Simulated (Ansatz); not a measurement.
The calculation used Ansatz 0.2.0, DFT PBE, scalar-relativistic, plane waves, PAW. Settings: cutoff 420 eV, Γ-centred meshes spaced at most about 0.3 Å⁻¹, and about 0.25 Å⁻¹ or finer for metals (2π included), Gaussian smearing. No spin polarisation.

These are static total energies at zero pressure.

Two relaxed structures of BiTe4:

A.

```xyz
5
Lattice="5.6915 0.0000 0.0000 0.0000 5.6915 0.0000 0.0000 0.0000 5.6915" Properties=species:S:1:pos:R:3 pbc="T T T"
Bi    0.0000    0.0000    0.0000
Te    1.7187    1.7187    1.7187
Te    3.9728    3.9728    1.7187
Te    1.7187    3.9728    3.9728
Te    3.9728    1.7187    3.9728
```

B.

```xyz
5
Lattice="-3.6110 3.6110 3.6110 3.6110 -3.6110 3.6110 3.6110 3.6110 -3.6110" Properties=species:S:1:pos:R:3 pbc="T T T"
Bi    0.0000    0.0000    0.0000
Te    1.8055    1.8055    1.8055
Te   -1.8055    1.8055    1.8055
Te    1.8055    1.8055   -1.8055
Te    1.8055   -1.8055    1.8055
```

Task: Which form is favoured at zero pressure, and by what margin per atom?

Result: B is lower, by 14 meV/atom. A has space group P-43m (No. 215), 36.9 Å³/atom and no gap on its mesh; B has space group Im-3m (No. 229), 37.7 Å³/atom and no gap. Counting Te atoms around Bi (those within 1.25 times the shortest such distance or 1.15 times the sum of covalent radii), A has Bi 4 and B has Bi 8. Even the lower one lies +0.35 eV/atom against the reference forms of the elements (uncorrected), so neither is stable at this level. In A, around Bi lie 4 Te at 2.98 Å; Te has 1 Bi at 2.98 Å and 3 Te at 3.19 Å. In B, Bi has 8 Te at 3.13 Å; around Te lie 2 Bi at 3.13 Å and 6 Te at 3.61 Å. Both come from invented guesses. The lowest form computed isn't among them: it has space group I4/mmm (No. 139), 35.3 Å³/atom and lies 144 meV/atom below the best shown.

The k mesh leaves some 4 meV/atom of noise in the energy of each metallic cell. Spin–orbit coupling, which can matter for Bi and Te, is left out. In P-43m, Im-3m an odd number of electrons in the primitive cell allows no gap without spin; a larger cell or a magnetic state could open one. Cells relaxed within their symmetry can be saddle points. Some candidate types were left out of the draw beforehand, so a known form may be missing.
